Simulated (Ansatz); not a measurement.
## Tl, omega (AlB2-type): how the functional moves the structure

All rows: Ansatz, plane waves with scalar-relativistic PAW, 420 eV (500 eV for the SCAN forms), relaxed under each functional, no dispersion correction, no zero-point motion. B₀ comes from uniform scaling at fixed shape; a dash is a value not given.

| functional | V (Å³/atom) | cell | B₀ (GPa) | magnetic state | ΔE to hcp (meV/atom) |
| --- | --- | --- | --- | --- | --- |
| PBE | 31.70 | a = 5.633 Å, c = 3.462 Å (c/a = 0.615) | 26 | spin not included | 15 |
| PBEsol | 28.77 | a = 5.449 Å, c = 3.357 Å (c/a = 0.616) | 35 | spin not included | 20 |
| LDA | 27.43 | a = 5.364 Å, c = 3.302 Å (c/a = 0.616) | 41 | spin not included | 19 |
| revPBE | 33.38 | a = 5.729 Å, c = 3.523 Å (c/a = 0.615) | 21 | spin not included | 12 |
| RPBE | 34.14 | a = 5.775 Å, c = 3.547 Å (c/a = 0.614) | 19 | spin not included | 17 |
| BLYP | 35.92 | a = 5.885 Å, c = 3.592 Å (c/a = 0.610) | 17 | spin not included | 11 |

Question: What does r²SCAN give?

Answer: V (Å³/atom): 30.26; cell: a = 5.543 Å, c = 3.412 Å (c/a = 0.616); B₀ (GPa): 30; magnetic state: spin not included; ΔE to hcp (meV/atom): 14.
